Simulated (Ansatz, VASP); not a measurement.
# Cross-check of PbF2 (Fluorocronite) between VASP and Ansatz

One calculation is typed for both programs; each brings its own data sets. How far apart do they land? The cell is taken from a series of runs on this material, whose earlier steps may have relaxed, scaled, displaced or heated it; both programs get it as it stands.

Method: plane waves, with VASP 6.6.1 beside it; single point at PBEsol and dielectric response at PBEsol, in Ansatz 0.2.0.

**1. Set-up**

The structure is cubic, space group Fm-3m (No. 225). Conventional cell: a = 5.899 Å, b = 5.899 Å, c = 5.899 Å, α = 90.00°, β = 90.00°, γ = 90.00°. Nearest to Pb lie 8 F at 2.55 Å. Nearest to F lie 4 Pb at 2.55 Å. Farther neighbours and most contacts between anions are not listed.

**2. VASP: single point, PBEsol**

A single point gives forces, pressure and levels at one fixed geometry, so differences don't come from the geometry; what else differs is listed under the comparison.

Lines of VASP's logs that name or quote its potential files are left out, and so is its time.

Input file INCAR:

```
SYSTEM = PbF2
PREC = Accurate
ENCUT = 520
EDIFF = 1E-06
NELM = 120
ISMEAR = 0
SIGMA = 0.01
LREAL = .FALSE.
ALGO = Normal
GGA = PS
NBANDS = 20
LORBIT = 11
LWAVE = .FALSE.
LCHARG = .FALSE.
ISIF = 2
LASPH = .TRUE.
GGA_COMPAT = .FALSE.
EFERMI = MIDGAP
```

Input file POSCAR:

```
PbF2
1.0
    0.0000000000      2.9493396489      2.9493396489
    2.9493396489      0.0000000000      2.9493396489
    2.9493396489      2.9493396489      0.0000000000
Pb F
1 2
Direct
    0.0000000000      0.0000000000      0.0000000000
    0.2500000000      0.2500000000      0.2500000000
    0.7500000000      0.7500000000      0.7500000000
```

Input file KPOINTS:

```
Automatic mesh
0
Gamma
7 7 7
0 0 0
```

Potentials, in the order of the species: Pb_d and F (PBE family, release 64).

Started as:

```bash
> mpirun -np 1 vasp_std
```

Numbers of over 12 decimals in the logs are rounded to 6 here.

The log of the run:

```text
[banner, memory and clock lines left out]
running    1 mpi-ranks, on    1 nodes
 distrk:  each k-point on    1 cores,    1 groups
 distr:  one band on    1 cores,    1 groups

 POSCAR found type information on POSCAR PbF
 POSCAR found :  2 types and       3 ions
|                                                                             |
|               ----> ADVICE to this user running VASP <----                  |
|                                                                             |
|     You enforced a specific xc type in the INCAR file but a different       |
|     [... a line on the potential file left out ...]
|     I HOPE YOU KNOW WHAT YOU ARE DOING!                                     |
|                                                                             |

 LDA part: xc-table for (Slater+PW92), standard interpolation
 POSCAR, INCAR and KPOINTS ok, starting setup
 FFT: planning ... GRIDC
 FFT: planning ... GRID_SOFT
 FFT: planning ... GRID
 WAVECAR not read
 entering main loop
       N       E                     dE             d eps       ncg     rms          rms(c)
DAV:   1     0.305038229684E+03    0.30504E+03   -0.14947E+04   808   0.161E+03
DAV:   2     0.123138901990E+02   -0.29272E+03   -0.27673E+03   852   0.449E+02
DAV:   3    -0.156819267462E+02   -0.27996E+02   -0.27633E+02   948   0.148E+02
DAV:   4    -0.165161561833E+02   -0.83423E+00   -0.83349E+00   908   0.263E+01
DAV:   5    -0.165447085897E+02   -0.28552E-01   -0.28549E-01  1020   0.511E+00    0.713E+00
DAV:   6    -0.149615047424E+02    0.15832E+01   -0.76185E+00  1108   0.226E+01    0.261E+00
DAV:   7    -0.149460802184E+02    0.15425E-01   -0.37575E-01   816   0.394E+00    0.149E+00
DAV:   8    -0.149377509573E+02    0.83293E-02   -0.91086E-02   844   0.340E+00    0.491E-01
DAV:   9    -0.149352134786E+02    0.25375E-02   -0.17613E-02  1012   0.987E-01    0.966E-02
DAV:  10    -0.149364990428E+02   -0.12856E-02   -0.17982E-03   804   0.397E-01    0.309E-02
DAV:  11    -0.149364976813E+02    0.13615E-05   -0.11798E-04   920   0.111E-01    0.129E-02
DAV:  12    -0.149365178253E+02   -0.20144E-04   -0.66841E-05   852   0.765E-02    0.128E-02
DAV:  13    -0.149365151140E+02    0.27114E-05   -0.23300E-05  1016   0.489E-02    0.232E-03
DAV:  14    -0.149365151787E+02   -0.64766E-07   -0.11504E-06   692   0.768E-03
   1 F= -.14936515E+02 E0= -.14936515E+02  d E =0.000000E+00
```

From OUTCAR (step 2):

```text
ion  position               nearest neighbor table
   1  0.000  0.000  0.000-   3 2.55   3 2.55   3 2.55   2 2.55   2 2.55   2 2.55   3 2.55   2 2.55

  LATTYP: Found a face centered cubic cell.
 ALAT       =     5.8986792978

 Subroutine GETGRP returns: Found 48 space group operations
 (whereof 48 operations were pure point group operations)

The static configuration has the point symmetry O_h .

 Found     20 irreducible k-points:

   k-points           NKPTS =     20   k-points in BZ     NKDIM =     20   number of bands    NBANDS=     20

   dimension x,y,z NGX =    32 NGY =   32 NGZ =   32
   dimension x,y,z NGXF=    64 NGYF=   64 NGZF=   64

   ENCUT  =  520.0 eV  38.22 Ry    6.18 a.u.   7.76  7.76  7.76*2*pi/ulx,y,z

   NELECT =      28.0000    total number of electrons

 k-points in reciprocal lattice and weights: Automatic mesh
   0.00000000  0.00000000  0.00000000       0.003
   0.14285714  0.00000000  0.00000000       0.023
   0.28571429  0.00000000  0.00000000       0.023
   0.42857143  0.00000000  0.00000000       0.023
   0.14285714  0.14285714  0.00000000       0.017
   0.28571429  0.14285714  0.00000000       0.070
   0.42857143  0.14285714  0.00000000       0.070
  -0.42857143  0.14285714  0.00000000       0.070
  -0.28571429  0.14285714  0.00000000       0.070
[...]
-0.42857143  0.42857143  0.14285714       0.070
  -0.28571429  0.42857143  0.14285714       0.070

 average (electrostatic) potential at core
       1 -92.7028       2 -75.1565       3 -75.1565

 E-fermi :   4.0773

 k-point     1 :       0.0000    0.0000    0.0000
  band No.  band energies     occupation
    ...
     10      -0.6565      2.00000
     11      -0.6565      2.00000
     12      -0.1515      2.00000
     13      -0.1515      2.00000
     14      -0.1515      2.00000
     15       8.6029      0.00000
     16       8.6029      0.00000
     17       8.6029      0.00000
     18      12.4616      0.00000
     19      16.9216      0.00000
    ...

 k-point     2 :       0.1429    0.0000    0.0000
  band No.  band energies     occupation
    ...
     10      -0.7006      2.00000
     11      -0.7006      2.00000
     12      -0.1834      2.00000
     13      -0.1834      2.00000
     14       0.3840      2.00000
     15       7.9435      0.00000
     16       8.7752      0.00000
     17       8.7752      0.00000
     18      13.6020      0.00000
     19      16.4210      0.00000
    ...

 k-point     3 :       0.2857    0.0000    0.0000
  band No.  band energies     occupation
    ...
     10      -0.7973      2.00000
     11      -0.7973      2.00000
     12      -0.2545      2.00000
     13      -0.2545      2.00000
     14       1.2354      2.00000
     15       7.1847      0.00000
     16       9.1703      0.00000
     17       9.1703      0.00000
     18      14.9152      0.00000
     19      15.8329      0.00000
    ...

  Total       -0.0712905     -0.0712905     -0.0712905      0.0000000      0.0000000     -0.0000000
  in kB       -2.2260642     -2.2260642     -2.2260642      0.0000000      0.0000000     -0.0000000
  external PRESSURE =      -2.2260642 kB  Pullay stress =       0.0000000 kB

  energy-cutoff  :      520.00
  volume of cell :       51.31
      direct lattice vectors                 reciprocal lattice vectors
     0.000000000  2.949339649  2.949339649    -0.169529474  0.169529474  0.169529474
     2.949339649  0.000000000  2.949339649     0.169529474 -0.169529474  0.169529474
     2.949339649  2.949339649  0.000000000     0.169529474  0.169529474 -0.169529474

 POSITION                                       TOTAL-FORCE (eV/Angst)
 -----------------------------------------------------------------------------------
      0.00000      0.00000      0.00000         0.000000      0.000000      0.000000
      1.47467      1.47467      1.47467         0.000000      0.000000      0.000000
      4.42401      4.42401      4.42401        -0.000000     -0.000000     -0.000000
 -----------------------------------------------------------------------------------
    total drift:                                0.000000     -0.000000      0.000000

  FREE ENERGIE OF THE ION-ELECTRON SYSTEM (eV)
  ---------------------------------------------------
  free  energy   TOTEN  =       -14.9365151787 eV

  energy  without entropy=      -14.9365151787  energy(sigma->0) =      -14.93651518

 total charge
# of ion       s       p       d       tot
------------------------------------------
    1        1.542   0.298   9.866  11.705
    2        1.740   4.311   0.000   6.051
    3        1.740   4.311   0.000   6.051
--------------------------------------------------
tot          5.022   8.920   9.866  23.807

[... 3 further parts left out ...]
```

The run ends at a pressure of -0.22 GPa.

**3. Ansatz: single point, PBEsol**

Ansatz runs on its default PAW (the set named soft_2) files.

The same cell, functional and mesh now go to Ansatz, which takes its cutoff from its data sets.

Input file input.yaml:

```yaml
crystal:
  lattice:
    - [0.0, 2.9493396489, 2.9493396489]
    - [2.9493396489, 0.0, 2.9493396489]
    - [2.9493396489, 2.9493396489, 0.0]
  atoms:
    - { symbol: Pb, position: [0.0, 0.0, 0.0] }
    - { symbol: F, position: [0.25, 0.25, 0.25] }
    - { symbol: F, position: [0.75, 0.75, 0.75] }
kpoints:
  mp_grid: { grid: [7, 7, 7] }
  band_path:
    path:
      - [[0.0, 0.0, 0.0], [0.5, 0.0, 0.5], [0.5, 0.25, 0.75], [0.375, 0.375, 0.75], [0.0, 0.0, 0.0], [0.5, 0.5, 0.5], [0.625, 0.25, 0.625], [0.5, 0.25, 0.75], [0.5, 0.5, 0.5], [0.375, 0.375, 0.75]]
      - [[0.625, 0.25, 0.625], [0.5, 0.0, 0.5]]
    npoints: 6
scf:
  occupations: { method: fixed }
  n_extra_bands: 7
hamiltonian:
  xc: pbesol
  pseudopotentials: { kind: paw }
output:
  optics:
    e_range: [0, 14]
    de: 0.025
    sigma: 0.1
    nscf_kmesh: { grid: [10, 10, 10] }
    kdotp_interpolation: "on"
    bands: { spectra_wanted_up_to: 14 }
  write_bands: true
```

Started as:

```bash
> ansatz run input.yaml --threads 4 --pin off --max-ram 8192MiB --backend cpu --events-out ev --progress --plain --runs-dir out
```

The log of the run:

```text
scf.n_extra_bands = 7 over 14 filled bands (N_el = 28.0): the run solves 21 bands
Engine: ansatz 0.2.0, aarch64-unknown-linux-gnu
Pseudopotentials: kind: paw
Pseudopotential: Pb, paw, valence charge 14, recommended cutoff 420 eV (normal), Pb.paw.azcp
Pseudopotential: F, paw, valence charge 7, recommended cutoff 420 eV (normal), F.paw.azcp
Functional definition: PBEsol
  exchange = pbesol_x
  correlation = pbesol_c
Crystal: 3 atoms, lattice volume = 51.310 Å³
Basis set: ecut = 420 eV, 965 PW (Γ)
Bands: 21, of which v1, the nominal top of the filled ones, is band 14 counted from 1 (13 counted from 0)
Symmetry: 48 space group operations
Space group: Fm-3m (ITA 225), of the structure as read, at distance tolerance 3.7e-5 Å
k-points: 20 of 343
Non-local potential: Pb, projectors of the file, l = 0: 2, l = 1: 2, l = 2: 2, l = 3: 2
Non-local potential: F, projectors of the file, l = 0: 2, l = 1: 2, l = 2: 1
PAW form: soft (Blöchl's): semilocal exchange-correlation on the pseudo side does not see the compensation charge
PAW frozen core: Pb, regenerated for the run's functional, and the local potential with it (the file was generated under x = pbe(κ = 0.804, μ = 0.219515), c = pbe(β = 0.066725))
PAW frozen core: F, regenerated for the run's functional, and the local potential with it (the file was generated under x = pbe(κ = 0.804, μ = 0.219515), c = pbe(β = 0.066725))
PAW one-centre angular grid: Pb, 590 points (default); XC on 64 Gauss nodes
PAW one-centre angular grid: F, 110 points (default); XC on 64 Gauss nodes
Initial density: superposition of atomic densities (neutral atoms: chi_scale 0, normalization atom), corrected by the library's trained network
Initial wavefunctions: pseudopotential atomic-orbital guess
Functional: x = pbesol(κ = 0.804, μ = 0.123457), c = pbesol(β = 0.046)
SCF iter   1: F=—  HF=-13357.258238 eV  |F-HF|=—  |Δ(HF+E_count)|=         —  Δρ=1.47e-2  dr2=7.54e-2  ethr=1.77e-3  ⟨swp⟩=4.5  Hψ=1699  notcnv=0  defer=91
preconditioner: auto → none  [insulator: Δε(μ)=4.202 eV  Ē_g=20.309 eV  n_scr=14 (ndim 8)  ℏωp=27.4 eV  f_vac=0.131  ε∞_Penn≈2.8]
SCF iter   2: F=—  HF=-13357.246073 eV  |F-HF|=—  |Δ(HF+E_count)|=   1.22e-2  Δρ=9.82e-3  dr2=3.12e-2  ethr=2.69e-4  ⟨swp⟩=2.0  Hψ=910  notcnv=0  defer=92
SCF iter   3: F=—  HF=-13357.237262 eV  |F-HF|=—  |Δ(HF+E_count)|=   8.81e-3  Δρ=5.66e-4  dr2=1.09e-4  ethr=1.12e-4  ⟨swp⟩=2.1  Hψ=606  notcnv=0  defer=93
SCF iter   4: F=—  HF=-13357.237288 eV  |F-HF|=—  |Δ(HF+E_count)|=   2.69e-5  Δρ=1.58e-4  dr2=6.09e-6  ethr=3.89e-7  ⟨swp⟩=2.0  Hψ=706  notcnv=0  defer=93
SCF iter   5: F=—  HF=-13357.237292 eV  |F-HF|=—  |Δ(HF+E_count)|=   3.45e-6  Δρ=6.31e-5  dr2=2.23e-6  ethr=2.18e-8  ⟨swp⟩=2.0  Hψ=608  notcnv=0  defer=87
SCF iter   6: F=—  HF=-13357.237295 eV  |F-HF|=—  |Δ(HF+E_count)|=   2.59e-6  Δρ=1.49e-5  dr2=1.17e-7  ethr=7.96e-9  ⟨swp⟩=2.0  Hψ=571  notcnv=0  defer=68
SCF iter   7: F=—  HF=-13357.237294 eV  |F-HF|=—  |Δ(HF+E_count)|=   4.04e-8  Δρ=1.76e-6  dr2=1.56e-9  ethr=4.19e-10  ⟨swp⟩=2.0  Hψ=596  notcnv=0  defer=67
SCF iter   8: F=—  HF=-13357.237294 eV  |F-HF|=—  |Δ(HF+E_count)|=  3.95e-10  Δρ=1.32e-7  dr2=1.06e-11  ethr=5.59e-12  ⟨swp⟩=2.0  Hψ=608  notcnv=0  defer=67
SCF iter   9: F=-13357.237294 eV  HF=-13357.237294 eV  |F-HF|=0.00e0  |Δ(HF+E_count)|=  3.64e-12  Δρ=1.60e-8  dr2=6.94e-14  ethr=1.00e-12  ⟨swp⟩=8.9  Hψ=2044  notcnv=0
SCF 1 converged in 9 iterations: F = -13357.237294 eV  dr2 = 6.94e-14
  greatest PAW one-centre occupation: 0.984 electrons in one spin orbital (limit 2), on the Pb atom at site 0 (counted from 0), in its partial waves of l = 2
NSCF: frozen V_eff on 62 k-points
NSCF: frozen V_eff on 47 k-points
[...]
output.optics: what the bands over the 31 summed would add to eps1, eps2 and the energy-loss function is held between a lower and an upper bound (8 Lanczos steps). eps1, eps2 and their loss function (loss_summed_bands) are given on every row as the summed bands alone make them. Along an axis, on a row where the two bounds hold the loss function to about 1 % of the greater of itself and 0.5 % of |1/eps|, its cell (loss_completed) is given, with the completed eps1 and eps2 that it is formed of (a cell that is left empty reads nan in the table and null in the record). The two bounds hold it so along every axis on all 561 rows up to 14.000 eV. [rest of the remark cut]
SCF converged after 9 iterations
Free energy (F): -13357.237294 eV
Harris-Foulkes:  -13357.237294 eV  (|F-HF|=0.00e0)
Internal energy: -13357.237294 eV  (E = F + TS)
E sigma→0 (E₀):  -13357.237294 eV
Fermi energy:    5.091587 eV
--- Per-component energies (eV) ---
  E_band       = -121.608932
  E_kinetic    = 697.402778
  E_local      = -2236.215650  (includes V_loc(G=0)·N_el)
  E_nonlocal   = 499.832462
  E_hartree    = 856.222318
  E_xc         = -377.250803
  E_vxc        = -336.412817  (∫ρ·V_xc dr)
  E_paw        = -10638.044888  (= ΣΔE_a)
  E_vpaw       = -458.664373  (= ΣTr[D̂ρ^β])
  E_aug_tail   = 0.004044  (compensation charges beyond the density's cutoff)
  E_ewald      = -2159.334558
  E_core_change = 0.147002  (= ΣΔE_core)
  E_smearing   = -0.000000  (= −TS)
  E_closure    = 0.000000  (closes the sum)
  Σ components = -13357.237294   (vs F -13357.237294, Δ=0.00e0)
--- Band table (eV; the first three rows and the last of 20) ---
  k-point 0: bands = [... 10 lower, 2.5215, 3.0249, 3.0249, 3.0249, 11.7916, 11.7916, 11.7916, 15.6496, ... 3 higher]
  k-point 1: bands = [... 10 lower, 2.4770, 2.9933, 2.9933, 3.5628, 11.1320, 11.9636, 11.9636, 16.7888, ... 3 higher]
  k-point 2: bands = [... 10 lower, 2.3806, 2.9224, 2.9224, 4.4169, 10.3722, 12.3581, 12.3581, 18.0993, ... 3 higher]
  k-point 19: bands = [... 10 lower, 2.5264, 3.3646, 3.4856, 5.0916, 10.8213, 11.3164, 12.6842, 15.1435, ... 3 higher]
```

In the SCF lines HF is the Harris–Foulkes energy and dr2 the Hartree energy of the density residual, in eV; the loop may stop once dr2 is under the threshold and the program's other checks hold. Hψ counts applications of the Hamiltonian.

**4. Comparison**

Known differences besides the potentials themselves: fixed occupations in Ansatz, narrow Gaussian smearing in VASP; the cutoff is 420 eV in Ansatz and 520 eV in VASP; Ansatz makes its cores anew for this functional, VASP keeps those of its PBE data sets. Total energies have different zeros and are not compared.

The two programs side by side:

| quantity | Ansatz | VASP | difference |
| --- | --- | --- | --- |
| gap on the k mesh (eV) | 4.348 | 4.342 | +0.006 |

A gap on the mesh is an upper bound, since the band edges may lie between its points; neither run holds spin-orbit coupling, which can move the band edges of a compound of Pb.

(Continued in part 2 of 2.)

[Lines on the potential files, build, host, timing and source positions are cut from VASP's logs without a mark.]

[Logs are printed without paths, hosts, clocks, repeated set-up lines and the standing remarks that a program may print on its own settings, such as how far it seeks lower states.]

[Hosts, paths, dates, database ids (printed as entryN), source tags and the programs' standing remarks are cut or masked in the printed files.]
